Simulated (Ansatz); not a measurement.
(101) slab of 9 planes, 6.5 Å thick with 15 Å of vacuum as cut, in a 1×2 surface cell; outer planes W (top) and S (bottom), cut from WS$_{2}$, relaxed from the bulk's places with the lower part held:

```
CELL_PARAMETERS angstrom
3.14761 0.00000 0.00000
-3.14761 12.86988 0.00000
0.00000 0.00000 21.51797
ATOMIC_POSITIONS crystal
S 0.14145 0.14145 0.34855
S 0.14145 0.64145 0.34855
S 0.90043 0.40043 0.36911
S 0.90043 0.90043 0.36911
W 0.53089 0.03089 0.40063
W 0.53089 0.53089 0.40063
S 0.67181 0.17192 0.47425
S 0.67181 0.67192 0.47425
S 0.43647 0.43657 0.49720
S 0.43647 0.93657 0.49720
W 0.06650 0.06659 0.53097
W 0.06650 0.56659 0.53097
S 0.21911 0.21921 0.60274
S 0.21911 0.71921 0.60274
S 0.96100 0.46107 0.62930
S 0.96100 0.96107 0.62930
W 0.59640 0.09649 0.63854
W 0.59640 0.59649 0.63854
```

Method: DFT PBEsol, scalar-relativistic, plane waves, PAW in Ansatz. Cutoff 420 eV; k points 9×2×1 on the computed 18-atom cell (Γ-centred); Gaussian smearing, width 0.05 eV; no spin polarisation. The cell repeats along c with a dipole correction in the vacuum.

Task: Its upper atoms are moved at random (σ = 0.25 Å) and relaxed again, 2 time(s). Does the surface find a lower structure?

Result: Yes: the energy falls by 1.97 eV a cell (0.78 J/m² of the upper face), and the slab's gap goes from none (metal or semimetal) to none (metal or semimetal). Lower structure:

```xyz
18
Lattice="3.1476 0.0000 0.0000 -3.1476 12.8699 0.0000 0.0000 0.0000 21.5180" Properties=species:S:1:pos:R:3 pbc="T T T"
S     0.0000    1.8205    7.5000
S    -1.5738    8.2554    7.5000
S     1.5738    5.1534    7.9424
S     0.0000   11.5884    7.9424
W     1.5738    0.3976    8.6208
W     0.0000    6.8326    8.6208
S     1.5736    2.1078   10.4012
S     0.0016    8.7515   10.0072
S     0.0017    5.7551   10.8076
S    -1.5766   11.6773   10.6295
W    -0.0033    0.4910   11.1918
W    -1.5711    7.4879   11.3122
S     0.0094    0.8334   13.5697
S    -1.5704    9.5430   12.4799
S     1.5768    6.7167   13.6742
S     0.0056   10.8397   14.6982
W     1.5848   -0.9306   13.1138
W     0.0039    8.5018   13.8223
```

Spin-orbit coupling is left out, which matters for the bands of heavy elements.

The reference crystal is a form of WS2, which isn't its usual structure.

Cost: 3 runs of about 41 core-minutes in all, on Intel Xeon 6975P-C (Granite Rapids) (shared hosts).